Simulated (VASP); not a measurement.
The system is LiH.

```
CELL_PARAMETERS angstrom
0.00000 2.03675 2.03675
2.03675 0.00000 2.03675
2.03675 2.03675 0.00000
ATOMIC_POSITIONS crystal
Li 0.00000 0.00000 0.00000
H 0.50000 0.50000 0.50000
```

Base run:

| Item | Value |
| --- | --- |
| Program | VASP 6.6.1 |
| Functional | PBEsol |
| Potentials or basis | VASP PAW PBE potentials, release 64 (Li_sv, H) |
| Cutoff | 520 eV |
| k mesh | 12 × 12 × 12 |
| Occupations | gaussian, width 0.02 eV |
| Spin | no spin polarisation |

Its results: band gap on the k mesh 2.79 eV, direct.

Task: After a change of settings the same cell gave: band gap on the k mesh 5.05 eV, direct. Which change was it?
A. functional from PBEsol to r2SCAN
B. functional from PBEsol to TB-mBJ
C. functional from PBEsol to LDA; potentials or basis from VASP PAW PBE potentials, release 64 (Li_sv, H) to VASP PAW LDA potentials, release 64 (Li_sv, H)

Result: B.
